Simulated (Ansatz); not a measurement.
# Where the states of HgSe lie

```
Hg Se
1.0
     0.00000    3.03600    3.03600
     3.03600    0.00000    3.03600
     3.03600    3.03600    0.00000
Hg Se
1 1
Direct
  0.00000 0.00000 0.00000
  0.75000 0.75000 0.75000
```

Conventional cell: a = 6.072 Å, b = 6.072 Å, c = 6.072 Å, α = 90.00°, β = 90.00°, γ = 90.00°. Around Hg (atom 1) lie 4 Se at 2.63 Å. Around Se (atom 2) lie 4 Hg at 2.63 Å.

The cell is COD entry 1538962, as deposited and not checked against the literature; nothing was relaxed.

Spin–orbit coupling is left out, though it moves levels of the heavy atoms by tenths of an eV or more.

Computed with DFT, PBE, all-electron LAPW, scalar-relativistic in Ansatz 0.2.0.

The runs use a Γ-centred 8×8×8 k mesh, Fermi–Dirac smearing of 0.01 eV, basis error target 0.5 meV/atom, no spin polarisation.

States per eV and cell, averaged over 0.6 eV, from -7.6 to 6.6 eV, with energies (bin centres) from the Fermi level; empty bins are left out. The partial columns, the largest 4 alone, are projections on Löwdin-orthogonalised atomic shells (those that the program's projection atoms carry: the occupied ones and, for some elements, an empty d or f shell; other empty shells have no column), summed over atoms of an element. Weights on diffuse s and p shells depend on that basis and aren't pure angular character.

| E (eV) | total | Hg 5d | Se 4p | Hg 6s | Se 4s |
| --- | --- | --- | --- | --- | --- |
| -7.4 | 0.78 | 0.65 | 0.11 | 0.02 | 0.00 |
| -6.8 | 9.11 | 7.94 | 0.99 | 0.16 | 0.01 |
| -6.2 | 6.75 | 6.40 | 0.13 | 0.13 | 0.08 |
| -5.6 | 0.05 | 0.02 | 0.02 | 0.01 | 0.00 |
| -5.0 | 1.83 | 0.37 | 0.78 | 0.59 | 0.08 |
| -4.4 | 0.65 | 0.15 | 0.25 | 0.18 | 0.05 |
| -3.8 | 0.38 | 0.08 | 0.15 | 0.10 | 0.04 |
| -3.2 | 0.24 | 0.05 | 0.09 | 0.07 | 0.03 |
| -2.6 | 1.57 | 0.16 | 1.26 | 0.06 | 0.02 |
| -2.0 | 2.01 | 0.21 | 1.65 | 0.05 | 0.02 |
| -1.4 | 1.93 | 0.21 | 1.61 | 0.02 | 0.01 |
| -0.8 | 1.12 | 0.13 | 0.94 | 0.01 | 0.00 |
| -0.2 | 0.24 | 0.03 | 0.20 | 0.00 | 0.00 |
| 0.4 | 0.02 | 0.00 | 0.01 | 0.01 | 0.00 |
| 1.0 | 0.15 | 0.00 | 0.06 | 0.06 | 0.01 |
| 1.6 | 0.57 | 0.01 | 0.22 | 0.26 | 0.03 |
| 2.2 | 0.81 | 0.01 | 0.32 | 0.37 | 0.03 |
| 2.8 | 1.41 | 0.01 | 0.56 | 0.61 | 0.02 |
| 3.4 | 0.60 | 0.00 | 0.17 | 0.17 | 0.00 |
| 4.0 | 0.48 | 0.00 | 0.02 | 0.01 | 0.00 |
| 4.6 | 0.93 | 0.00 | 0.05 | 0.03 | 0.00 |
| 5.2 | 1.35 | 0.00 | 0.07 | 0.03 | 0.00 |
| 5.8 | 0.91 | 0.00 | 0.03 | 0.01 | 0.00 |
| 6.4 | 2.51 | 0.01 | 0.07 | 0.02 | 0.00 |

Question: Where is the centre of the filled Hg 5d states between -14 eV and the top of the filled states?

Answer: -6.42 eV from the Fermi level.
